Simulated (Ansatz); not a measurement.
Set up this calculation in Ansatz 0.2.0, as the native input.

```yaml
Task: relaxation of cell and atoms
Functional: PBE
Dispersion: D3(BJ)
Potentials_or_basis: Ansatz PAW
Cutoff: "420 eV (not typed: the program's choice for these potentials)"
k_mesh: 8 × 8 × 8
Occupations: fermi-dirac, width 0.05 eV
Spin: no spin polarisation
```

Crystal: Ge.

```xyz
2
Lattice="0.0000 2.8289 2.8289 2.8289 0.0000 2.8289 2.8289 2.8289 0.0000" Properties=species:S:1:pos:R:3 pbc="T T T"
Ge    4.2434    4.2434    4.2434
Ge    2.8289    2.8289    2.8289
```

One way to write it, as run:

input.yaml

```yaml
crystal:
  lattice:
    - [0.0, 2.82891, 2.82891]
    - [2.82891, 0.0, 2.82891]
    - [2.82891, 2.82891, 0.0]
  atoms:
    - { symbol: Ge, position: [0.75, 0.75, 0.75] }
    - { symbol: Ge, position: [0.5, 0.5, 0.5] }
hamiltonian:
  xc: pbe
  pseudopotentials: { kind: paw }
  dispersion: d3bj
kpoints:
  mp_grid: { grid: [8, 8, 8] }
scf:
  occupations: { method: fermi_dirac, width: 0.05 }
output:
  forces: true
  stress: true
relax:
  f_tol: 0.01
  max_steps: 40
  cell: { stress_tol: 0.05 }
```

Potentials or basis: Ansatz PAW.

Run with:

```bash
$ ansatz run input.yaml --threads 2 --pin off --max-ram 5632MiB --backend cpu --events-out ev --progress --plain --runs-dir out
```

Results of the run:

```yaml
Relaxed_volume: 23.15 Å³/atom
Relaxed_cell: a = 4.031 Å, b = 4.031 Å, c = 4.031 Å, α = 60.00°, β = 60.00°, γ = 60.00°
Space_group_after_relaxing_to_0.05_Å: Fd-3m (No. 227)
Energy_gained_by_relaxing: 2.3 meV/atom
Ionic_steps: 4
Pressure_after_relaxing: 0.0 GPa
```

Caveat: the plane-wave basis is chosen anew once the cell has moved, so the energies of steps on either side of that aren't comparable.

Run time: 8 s on 2 threads of Intel(R) Xeon(R) Processor @ 2.50GHz (Skylake/Cascade Lake), with other jobs on the host, peak memory 0.34 GiB.
